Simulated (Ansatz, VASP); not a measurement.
# B27P26 (V_P) in two plane-wave programs

One calculation is typed for both programs; each brings its own data sets. How far apart do they land? The cell is taken from a series of runs on this material, whose earlier steps may have relaxed, scaled, displaced or heated it; both programs get it as it stands.

Method: plane waves, with VASP 6.6.1 beside it; single point at r2SCAN, in Ansatz 0.2.0.

## (1) Starting point

The cell holds 53 atoms: 27 B and 26 P. Cell: a = 9.767 Å, b = 9.767 Å, c = 9.767 Å, α = 60.0°, β = 60.0°, γ = 60.0°. It derives from BP (BP (F-43m)). Nearest the centre at fractional (0.250, 0.583, 0.583): B9 at 2.37 Å, B15 at 2.38 Å, B18 at 2.38 Å, B17 at 2.38 Å, P50 at 3.26 Å, P32 at 3.26 Å, P30 at 3.26 Å, P37 at 3.27 Å. The cell carries charge +3.

As a file:

```xyz
53
Lattice="0.0000 6.9066 6.9066 6.9066 0.0000 6.9066 6.9066 6.9066 0.0000" Properties=species:S:1:pos:R:3 pbc="T T T"
B    13.8056    6.9035    6.9037
B     9.1951    9.1901   13.8071
B    11.5180   11.5160   13.8059
B     9.1942   13.8021    9.1967
B     4.5953    2.3005    2.3010
B     6.9073   11.5168    9.1954
B    11.5166   13.8026   11.5194
B     6.9072    9.1920   11.5195
B     9.4257   11.2853   11.2951
B    13.7842    9.2055    9.2112
B     9.1937    4.6094    9.2236
B    11.5043    6.9265    9.2098
B     9.1925    9.2212    4.6132
B     4.5831    4.6101    4.6128
B     6.6802    7.1238    4.3855
B    11.5041    9.2067    6.9308
B     6.6830    4.3786    7.1310
B     9.4299    7.1261    7.1350
B    13.8051   11.5126   11.5110
B     9.1979    6.9035   11.5116
B    11.5065    9.2051   11.4895
B     9.1969   11.5137    6.9029
B     4.5846    6.8955    6.9000
B     6.9078    9.2212    6.8984
B    11.5054   11.4843    9.2110
B     6.9074    6.8961    9.2223
B     9.2253    9.2069    9.2102
P     3.4518    3.4453    3.4598
P     5.7425    5.7228    3.4477
P     8.0793    8.0605    3.4488
P     5.7436    3.4389    5.7359
P    10.3647    8.0596    5.7364
P     8.0800    3.4406    8.0684
P    10.3649    5.7214    8.0699
P    12.6624    8.0480    8.0588
P     3.4445    5.7500    5.7610
P     5.7441    8.0602    5.7854
P     8.0563   10.3623    5.7614
P     5.7456    5.7773    8.0681
P     8.0319    8.0598    8.0703
P    10.3531   10.3594    8.0584
P     8.0577    5.7483   10.3741
P    10.3538    8.0480   10.3678
P    12.6626   10.3592   10.3679
P     3.4513    8.0521    8.0632
P     5.7550   10.3521    8.0636
P     8.0558   12.6567    8.0561
P     5.7557    8.0505   10.3673
P     8.0308   10.3459   10.3558
P    10.3624   12.6839   10.3575
P     8.0572    8.0432   12.6690
P    10.3636   10.3470   12.6918
P    12.6690   12.6549   12.6693
```

## (2) Ansatz: single point, r2SCAN, pair 1

Ansatz runs on its PAW soft_1 files.

A single point gives forces, pressure and levels at one fixed geometry, so differences don't come from the geometry; what else differs is listed under the comparison.

Contents of input.yaml:

```yaml
crystal:
  checkpoint: "../qp3.relax.run"
  host: checkpoint
total_charge: 3
basis:
  ecutwfc: 500
  xc_grid: 2
hamiltonian:
  xc: r2scan
  pseudopotentials: { kind: paw, azcp: { folder: soft_1 } }
kpoints:
  mp_grid: { grid: [2, 2, 2], shift: [0.5, 0.5, 0.5] }
scf:
  occupations: { method: fixed }
  max_iter: 60
output:
  forces: true
  eigenvalues: true
  charged_corrections:
    epsilon: 9.31
    static_epsilon: 9.42
    defect_position: [0.25, 0.583333, 0.583333]
  eigenstates: { localisation: true }
  populations: true
checkpoint:
  read: "../qp3.relax.run"
  write: "../qp3.point.run"
  compress: false
  write_wavefunctions: false
  write_every: 100000
```

Started as:

```sh
ansatz run input.yaml --threads 4 --pin off --max-ram 7536MiB --backend cpu --events-out ev --progress --plain --runs-dir out
```

Numbers of over 12 decimals in the logs are rounded to 6 here.

What it wrote:

```text
crystal.checkpoint: the structure is that of <dir>, a `relax` run, at its step 16: its result, under r2scan at a charge of 3 e; 53 atoms read, 0 with a starting moment; crystal.structure_sha256 for this input is
Engine: ansatz 0.2.0, x86_64-unknown-linux-gnu
Pseudopotentials: kind: paw
Pseudopotential: B, paw, valence charge 3, recommended cutoff 500 eV (meta_gga), soft_1/B.paw.azcp
Pseudopotential: P, paw, valence charge 5, recommended cutoff 500 eV (meta_gga), soft_1/P.paw.azcp
Functional definition: r2SCAN
  parameter k0 = 0.174
  parameter k1 = 0.065
  parameter a1 = 4.9479
  exchange = r2scan_x(k0 = k0, k1 = k1, a1 = a1)
  correlation = r2scan_c
Crystal: 53 atoms, lattice volume = 658.912 Å³
Basis set: ecut = 500 eV, 16625 PW (Γ), exchange–correlation on 144×144×144 points (8 copies of the dense FFT grid, shifted against one another)
Bands: 157, of which v1, the nominal top of the filled ones, is band 104 counted from 1 (103 counted from 0)
Symmetry: 1 space group operations
Space group: P1 (ITA 1), of the structure as read, at distance tolerance 8.7e-5 Å
k-points: 4 of 8 (time reversal used)
Non-local potential: B, projectors of the file, l = 0: 2, l = 1: 2, l = 2: 1
Non-local potential: P, projectors of the file, l = 0: 2, l = 1: 2, l = 2: 1
PAW form: soft (Blöchl's): semilocal exchange-correlation on the pseudo side does not see the compensation charge
PAW frozen core: B, regenerated for the run's functional (the file was generated under x = pbe(κ = 0.804, μ = 0.219515), c = pbe(β = 0.066725))
PAW frozen core: P, regenerated for the run's functional (the file was generated under x = pbe(κ = 0.804, μ = 0.219515), c = pbe(β = 0.066725))
PAW one-centre angular grid: B, 302 points (default); XC on 223 of its mesh's 2233 points in the sphere
PAW one-centre angular grid: P, 302 points (default); XC on 160 Gauss nodes
Initial density: read from a saved state, or passed on in memory by an earlier SCF of this step, an earlier step, the calling program or the single point that the run made first
Initial wavefunctions: those read from a saved state, or passed on in memory by an earlier step or the calling program
Functional: x = r2scan, c = r2scan; τ floored in thin density (d = 2e-4 eV/Å³)
SCF iter   1: F=—  HF=-24010.257240 eV  |F-HF|=—  |Δ(HF+E_count)|=         —  Δρ=5.93e-7  dr2=1.79e-9  dr2_τ=2.36e-11  ethr=2.73e-12  ⟨swp⟩=3.0  Hψ=1463  notcnv=0
preconditioner: auto → Resta (q_TF=auto, 2.251 Å⁻¹)  ε∞=4.6  [insulator: Δε(μ)=0.080 eV  Ē_g=10.964 eV  n_scr=136 (ndim 8)  ℏωp=20.9 eV  f_vac=0.003  ε∞_Penn≈4.6]
SCF iter   2: F=-24010.257240 eV  HF=-24010.257240 eV  |F-HF|=3.89e-10  |Δ(HF+E_count)|=  5.64e-10  Δρ=3.60e-7  dr2=6.56e-10  dr2_τ=5.70e-12  ethr=1.00e-12  ⟨swp⟩=2.0  Hψ=1060  notcnv=0
SCF 1 converged in 2 iterations: F = -24010.257240 eV  dr2 = 6.56e-10
  greatest PAW one-centre occupation: 0.761 electrons in one spin orbital (limit 2), on the P atom at site 26 (counted from 0), in its partial waves of l = 0
SCF converged after 2 iterations
Free energy (F): -24010.257240 eV
Harris-Foulkes:  -24010.257240 eV  (|F-HF|=3.89e-10)
Internal energy: -24010.257240 eV  (E = F + TS)
E sigma→0 (E₀):  -24010.257240 eV
Fermi energy:    7.788602 eV
--- Per-component energies (eV) ---
  E_band       = 324.642889
  E_kinetic    = 3070.214233
  E_local      = -2051.645652  (includes V_loc(G=0)·N_el)
  E_nonlocal   = 1011.820551
  E_hartree    = 614.444771
  E_xc         = -2615.941790
  E_vxc        = -2797.782141  (∫ρ·V_xc dr)
  E_paw        = -16861.027466  (= ΣΔE_a)
  E_vpaw       = -263.913268  (= ΣTr[D̂ρ^β])
  E_aug_tail   = 0.000003  (compensation charges beyond the density's cutoff)
  E_vtau       = 127.059706  (kinetic-family band-sum trace: ∫τ·v_τ [+ j·A + Jᵃ·Aᵃ] dr)
  E_ewald      = -7175.262051
  E_core_change = -2.859838  (= ΣΔE_core)
  E_smearing   = -0.000000  (= −TS)
  E_closure    = 0.000000  (closes the sum)
  E_deformation_potential = 45.502780  (in the stress; not in F)
  Σ components = -24010.257240   (vs F -24010.257240, Δ=0.00e0)
--- Forces (eV/Å), atoms counted from 1 ---
  atom   1  B      0.00463696    -0.00506342     0.00054465
  atom   2  P     -0.00447079     0.00316123    -0.00017008
  atom   3  B      0.00305197    -0.00420632     0.00291936
  atom   4  P     -0.00489154     0.00119908    -0.00166662
  atom   5  B      0.00504942    -0.00448606     0.00220228
  atom   6  P      0.00295949     0.00360188     0.00069230
  atom   7  B      0.00393386    -0.00007020    -0.00162289
  atom   8  P     -0.00383077     0.00452857    -0.00068600
  atom   9  B      0.00223839    -0.00432344     0.00120455
  atom  10  B      0.00133935    -0.00350241     0.00014051
  atom  11  P     -0.00141360     0.00412001    -0.00039177
  atom  12  B      0.00302794    -0.00159578    -0.00126647
  atom  13  P      0.00070356     0.00163246     0.00205921
[...]
atom  36  B      0.00449987    -0.00448721     0.00158672
  atom  37  P     -0.00036794     0.00190452    -0.00046021
  atom  38  B      0.00270889    -0.00559680     0.00270391
  atom  39  P     -0.00207841     0.00167100    -0.00307181
  atom  40  B      0.00124529    -0.00093628     0.00522921
  atom  41  P     -0.00248272     0.00272243    -0.00358094
  atom  42  B      0.00283647    -0.00236642    -0.00051371
  atom  43  P     -0.00441699     0.00243640    -0.00367889
  atom  44  B      0.00054159    -0.00195507     0.00278575
  atom  45  P     -0.00223189     0.00049789    -0.00378532
  atom  46  B      0.00068657    -0.00110200     0.00194213
  atom  47  P      0.00140094     0.00450040    -0.00170268
  atom  48  B      0.00119855     0.00053734    -0.00012078
  atom  49  P     -0.00223775     0.00098900    -0.00084309
  atom  50  B     -0.00025438    -0.00189326     0.00300976
  atom  51  P     -0.00040255     0.00243928    -0.00075548
  atom  52  B     -0.00019254    -0.00162047    -0.00152961
  atom  53  P     -0.00088455     0.00255902    -0.00120040
  max |Σ_I F_I| component: 4.39e-3 eV/Å
--- Charged-cell corrections in eV (Makov–Payne, q = +3.000 e, ε = 9.310 of the electrons, 9.420 with the ions) ---
  F (periodic)     = -24010.257240  (uncorrected; the corrections below are reported, never added to it)
  E_corr1          = +2.310176  (monopole, q²α_M/2εL)
  F Makov-Payne    = n/a  (the rows are of the electrons' constant alone; ansatz place-levels tells what screens the charge)
  no potential alignment in this run, which stands beside a crystal: run the host's input off ansatz write-host-input, and read the two finished runs by ansatz place-levels (neither reads a slab, a wire or a sheet, whose cell leaves a vacuum)
--- Band table (eV) ---
  k-point 0: bands = [... 100 lower, 7.0679, 7.0976, 7.5967, 7.7886, 7.8683, 9.5247, 9.9039, 9.9093, ... 49 higher]
  k-point 1: bands = [... 100 lower, 6.8554, 7.0415, 7.3114, 7.5920, 8.2659, 9.0953, 9.8331, 9.9757, ... 49 higher]
  k-point 2: bands = [... 100 lower, 6.8626, 7.0088, 7.3030, 7.5486, 8.2658, 9.1001, 9.8353, 9.9702, ... 49 higher]
  k-point 3: bands = [... 100 lower, 6.8551, 7.0437, 7.3117, 7.5943, 8.2659, 9.0950, 9.8329, 9.9759, ... 49 higher]
--- Löwdin populations: 53 sites ---
  site symbol       q [e]
     0      B      3.5608
     1      P      4.2964
     2      B      3.5636
     3      P      4.2851
     4      B      3.5610
     5      P      4.2866
     6      B      3.5653
     7      P      4.2856
     8      B      3.5646
     9      B      3.5637
    10      P      4.2862
    11      B      3.5586
    12      P      4.2865
    13      B      3.5601
    14      P      4.2848
    15      B      3.2842
    16      P      4.2939
    17      B      3.5208
    18      P      4.2818
    19      B      3.5611
    20      P      4.2866
    21      B      3.5220
    22      P      4.2823
    23      B      3.5617
[...]
45      B      3.5617
    46      P      4.2858
    47      B      3.5200
    48      P      4.2816
    49      B      3.5587
    50      P      4.2865
    51      B      3.5208
    52      P      4.2820
  spilling = 0.008253 (of n_electrons = 208.000000)
```

## (3) VASP: single point, r2SCAN, pair 1

The same cell, functional and mesh now go to VASP, with its own data sets.

Lines of VASP's logs that name or quote its potential files are left out, and so is its time.

Contents of INCAR:

```
SYSTEM = B27P26
PREC = Accurate
ENCUT = 460
EDIFF = 1E-06
NELM = 120
ISMEAR = 0
SIGMA = 0.01
LREAL = Auto
ALGO = Normal
METAGGA = R2SCAN
LASPH = .TRUE.
NELECT = 208
NBANDS = 144
LORBIT = 11
LWAVE = .FALSE.
LCHARG = .FALSE.
ISIF = 2
ISYM = 0
GGA_COMPAT = .FALSE.
LMIXTAU = .TRUE.
KPAR = 4
```

Contents of POSCAR:

```
B27P26
1.0
    0.0000000000      6.9066245691      6.9066245691
    6.9066245691      0.0000000000      6.9066245691
    6.9066245691      6.9066245691      0.0000000000
B P
27 26
Direct
    0.0001142336      0.9994560835      0.9994376726
    0.9991897730      0.9999136981      0.3314319222
    0.9993197984      0.9996103101      0.6680613853
    0.9993784246      0.3322013643      0.9990144309
    0.0004509322      0.3327128084      0.3326399034
    0.9993988391      0.3319833166      0.6681076843
    0.9994341959      0.6684426327      0.9990292169
    0.9993550669      0.6685428238      0.3315466950
    0.9523190430      0.6830756514      0.6816637456
    0.3353691108      0.9983114244      0.9974836490
    0.3358661953      0.9996065447      0.3315291141
    0.3353336831      0.9981373906      0.6675472273
    0.3360481481      0.3318882824      0.9990765032
    0.3358971341      0.3319803373      0.3315981995
    0.3495960945      0.2853692536      0.6818438373
    0.3354298476      0.6680662671      0.9975909712
    0.3494161135      0.6830729472      0.2845516168
    0.3497508831      0.6833169576      0.6820212672
    0.6673629296      0.9992934658      0.9995230811
    0.6672732468      0.9994744274      0.3322767674
    0.6651673004      0.9983863395      0.6676211727
    0.6674444310      0.3320104718      0.9996020407
    0.6668230646      0.3322235803      0.3315694841
    0.6668805429      0.3319249511      0.6682464861
    0.6652978744      0.6683479297      0.9974993229
    0.6668173522      0.6684602796      0.3316518746
    0.6654327751      0.6680925319      0.6676224829
    0.2500011290      0.2509445492      0.2488407776
    0.2481661966      0.2510143389      0.5804310359
    0.2483130368      0.2510399289      0.9187554064
    0.2484005655      0.5820939307      0.2495114787
    0.2484014155      0.5821569413      0.9185365971
    0.2482388361      0.9199721451      0.2499204640
    0.2480530244      0.9203791591      0.5803338520
    0.2493556527      0.9174703821      0.9158987177
    0.5839696453      0.2501548315      0.2485622355
    0.5865086019      0.2511526949      0.5805199695
    0.5840322579      0.2501455220      0.9163125019
    0.5863762953      0.5817862968      0.2501128215
    0.5862669665      0.5822172457      0.5807051627
    0.5838351106      0.5829251279      0.9160816353
    0.5838378439      0.9182170829      0.2484475829
    0.5836439648      0.9175011129      0.5816090258
    0.5838184159      0.9173301210      0.9160714855
    0.9168052215      0.2506575370      0.2490460894
    0.9165580185      0.2509589127      0.5823037417
    0.9162977044      0.2501373684      0.9162485527
    0.9166578918      0.5844019521      0.2489603956
    0.9172944423      0.5821020084      0.5806717378
    0.9178948482      0.5817593319      0.9185921770
    0.9161488592      0.9181703580      0.2484175604
    0.9176183177      0.9200141734      0.5805095581
    0.9161664559      0.9181996757      0.9161210102
```

Contents of KPOINTS:

```
Points of the shifted mesh
8
Reciprocal
 0.2500000000  0.2500000000  0.2500000000 1
 0.2500000000  0.2500000000  0.7500000000 1
 0.2500000000  0.7500000000  0.2500000000 1
 0.2500000000  0.7500000000  0.7500000000 1
 0.7500000000  0.2500000000  0.2500000000 1
 0.7500000000  0.2500000000  0.7500000000 1
 0.7500000000  0.7500000000  0.2500000000 1
 0.7500000000  0.7500000000  0.7500000000 1
```

PAW data sets: B and P (PBE family, release 64).

Started as:

```sh
mpirun -np 8 vasp_std
```

What it wrote:

```text
[banner, memory and clock lines left out]
running    8 mpi-ranks, on    1 nodes
[...]
|                                                                             |
|           W    W    AA    RRRRR   N    N  II  N    N   GGGG   !!!           |
|           W    W   A  A   R    R  NN   N  II  NN   N  G    G  !!!           |
|           W    W  A    A  R    R  N N  N  II  N N  N  G       !!!           |
|           W WW W  AAAAAA  RRRRR   N  N N  II  N  N N  G  GGG   !            |
|           WW  WW  A    A  R   R   N   NN  II  N   NN  G    G                |
|           W    W  A    A  R    R  N    N  II  N    N   GGGG   !!!           |
|                                                                             |
|     For optimal performance we recommend to set                             |
|       NCORE = 2 up to number-of-cores-per-socket                            |
|     NCORE specifies how many cores store one orbital (NPAR=cpu/NCORE).      |
|     This setting can greatly improve the performance of VASP for DFT.       |
[...]
DAV:   5    -0.517358833682E+03   -0.51815E-01   -0.51696E-01  2912   0.145E+00BRMIX: very serious problems
 the old and the new charge density differ
 old charge density:   211.00000 new  208.00000
BRMIX: very serious problems
 the old and the new charge density differ
 old charge density:   211.00000 new  208.00000
BRMIX: very serious problems
 the old and the new charge density differ
 old charge density:   211.00000 new  208.00000
BRMIX: very serious problems
 the old and the new charge density differ
 old charge density:   211.00000 new  208.00000
    0.386E+01
DAV:   6    -0.492637456511E+03    0.24721E+02   -0.20623E+01  2632   0.998E+00    0.234E+01
DAV:   7    -0.465510957730E+03    0.27126E+02   -0.57676E+00  2840   0.583E+00    0.516E+00
DAV:   8    -0.471477422650E+03   -0.59665E+01   -0.80789E+00  2496   0.700E+00    0.216E+00
DAV:   9    -0.472069394046E+03   -0.59197E+00   -0.89299E-01  2592   0.276E+00    0.122E+00
[...]
DAV:  19    -0.472108270800E+03    0.78839E-05   -0.22539E-06  1728   0.491E-03    0.280E-03
DAV:  20    -0.472108276008E+03   -0.52081E-05   -0.21217E-06  1632   0.531E-03    0.233E-03
DAV:  21    -0.472108276631E+03   -0.62324E-06   -0.46561E-07  1368   0.238E-03
   1 F= -.47210828E+03 E0= -.47210828E+03  d E =-.417964E-09
```

Parts of OUTCAR (step 3):

```text
  Total      -55.2887065    -57.7298796    -55.4321099      0.8078901      0.8906409     -0.8015685
  in kB     -134.4372032   -140.3730353   -134.7858954      1.9644243      2.1656370     -1.9490532
  external PRESSURE =    -136.5320446 kB  Pullay stress =       0.0000000 kB

 POSITION                                       TOTAL-FORCE (eV/Angst)
 -----------------------------------------------------------------------------------
     13.80561      6.90353      6.90366         0.003247     -0.004499     -0.000007
      9.19510      9.19010     13.80706         0.005414     -0.001201      0.003636
     11.51798     11.51598     13.80586         0.003524     -0.005478      0.002973
      9.19421     13.80215      9.19672         0.005505      0.001369      0.000254
      4.59534      2.30053      2.30104         0.001085     -0.003602      0.000907
      6.90725     11.51684      9.19536        -0.000676     -0.004952      0.001200
     11.51660     13.80264     11.51940         0.001064     -0.000263     -0.002836
      6.90724      9.19204     11.51954        -0.000481     -0.000598     -0.002331
      9.42574     11.28531     11.29506         0.010907     -0.010937     -0.007600
     13.78421      9.20551      9.21123         0.001977     -0.000806      0.003944
      9.19365      4.60945      9.22361         0.003925     -0.005124      0.003230
     11.50426      6.92652      9.20978         0.001113     -0.003829      0.001388
      9.19247      9.22120      4.61319         0.002991      0.000442     -0.002632
      4.58309      4.61014      4.61278         0.001112     -0.003935     -0.000235
[...]
-----------------------------------------------------------------------------------
    total drift:                                0.013837     -0.046749     -0.007835

  FREE ENERGIE OF THE ION-ELECTRON SYSTEM (eV)
  ---------------------------------------------------
  free  energy   TOTEN  =      -472.1082766309 eV

  energy  without entropy=     -472.1082766305  energy(sigma->0) =     -472.10827663

[... 2 further parts left out ...]
```

The cell is charged against a uniform background.

The run ends at a pressure of -13.65 GPa, with forces up to 0.022 eV/Å.

## (4) Differences

Known differences besides the potentials themselves: VASP keeps PBE cores, Ansatz makes them for the functional; fixed occupations in Ansatz, narrow Gaussian smearing in VASP; the cutoff is 500 eV in Ansatz and 460 eV in VASP (PREC = Accurate, projectors in real space). Total energies have different zeros and are not compared.

Compared:

| quantity | Ansatz | VASP | difference |
| --- | --- | --- | --- |
| gap on the k mesh (eV) | 0.080 | 0.079 | 0.000 |

At this near-relaxed geometry the largest component of a force difference is 22 meV/Å. A gap on the mesh is an upper bound, since the band edges may lie between its points. The cell carries a charge of +3 e against a uniform background, so its pressure also hangs on how the neutralising background is counted, and in a defect's cell a gap may be the spacing between its levels.

[end of part 1 of 2]

[Lines on the potential files, build, host, timing and source positions are cut from VASP's logs without a mark.]

[Logs are printed without paths, hosts, clocks, repeated set-up lines and the standing remarks that a program may print on its own settings, such as how far it seeks lower states.]

[Hosts, paths, dates, database ids (printed as entryN), source tags and the programs' standing remarks are cut or masked in the printed files.]
